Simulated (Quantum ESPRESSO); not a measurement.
The system is BaZrO3.

```
CELL_PARAMETERS angstrom
4.19134 0.00000 0.00000
0.00000 4.19134 0.00000
0.00000 0.00000 4.19134
ATOMIC_POSITIONS crystal
Ba 0.00000 0.00000 0.00000
Zr 0.50000 0.50000 0.50000
O 0.50000 0.50000 0.00000
O 0.50000 0.00000 0.50000
O 0.00000 0.50000 0.50000
```

* Program: Quantum ESPRESSO 7.5
* Task: phonon dispersion
* Functional: LDA
* Potentials or basis: PseudoDojo 0.4.1 SR LDA standard
* Cutoff: 1143 eV
* Density cutoff: 4572 eV
* k mesh: 2 × 2 × 2, shifted
* Occupations: fermi-dirac, width 0.05 eV
* Spin: no spin polarisation
* Form of the LDA correlation: PW92
* Mixing beta: 0.5
* Most SCF iterations: 120
* SCF threshold: 1e-09 Ry
* q mesh: 2 × 2 × 2

The cell and the atoms were relaxed first, to 14.25 Å³/atom (a = 4.145 Å, b = 4.145 Å, c = 4.145 Å, α = 90.00°, β = 90.00°, γ = 90.00°), and the response was taken there.

The first run showed a gap, so the response started from a second, tighter run with fixed occupations.

**Question.** Is this structure dynamically stable at this level, and how far does the spectrum reach?

**Answer.** No: the interpolated spectrum has imaginary modes, down to 46i cm⁻¹ near R. The highest frequency is 814 cm⁻¹.

Phonon frequencies at the corners of the path (cm⁻¹, interpolated; i marks imaginary ones):
| point | frequencies |
| --- | --- |
| Γ | 0 0 0 104 104 137 286 286 286 333 333 463 540 540 669 |
| X | 74 74 122 122 134 230 257 257 314 323 323 492 529 529 730 |
| M | 76 76 88 88 155 234 234 275 275 403 403 408 515 585 781 |
| R | 46i 46i 46i 95 95 95 316 316 316 367 367 367 583 583 814 |

Phonon states per cell in windows of 50 cm⁻¹ (negative: imaginary):
| from (cm⁻¹) | total | Ba | Zr | O |
| --- | --- | --- | --- | --- |
| -50 | 0.01 | 0.00 | 0.00 | 0.01 |
| 0 | 0.08 | 0.04 | 0.01 | 0.03 |
| 50 | 2.70 | 2.40 | 0.11 | 0.19 |
| 100 | 1.48 | 0.42 | 0.47 | 0.59 |
| 150 | 1.20 | 0.05 | 0.48 | 0.67 |
| 200 | 1.22 | 0.02 | 0.49 | 0.71 |
| 250 | 1.98 | 0.01 | 0.60 | 1.37 |
| 300 | 1.26 | 0.01 | 0.27 | 0.99 |
| 350 | 1.13 | 0.02 | 0.27 | 0.84 |
| 400 | 0.37 | 0.00 | 0.09 | 0.28 |
| 450 | 0.58 | 0.00 | 0.15 | 0.43 |
| 500 | 1.08 | 0.00 | 0.03 | 1.05 |
| 550 | 0.93 | 0.00 | 0.01 | 0.92 |
| 600 | 0.00 | 0.00 | 0.00 | 0.00 |
| 650 | 0.10 | 0.00 | 0.01 | 0.09 |
| 700 | 0.49 | 0.00 | 0.01 | 0.47 |
| 750 | 0.40 | 0.00 | 0.00 | 0.40 |
| 800 | 0.01 | 0.00 | 0.00 | 0.01 |

A q mesh this small can miss soft modes between its points.

Caveat: the k mesh is coarse (spacing up to 0.75 Å⁻¹), so the values aren't converged; some modes are imaginary; this release of the barium file is off.
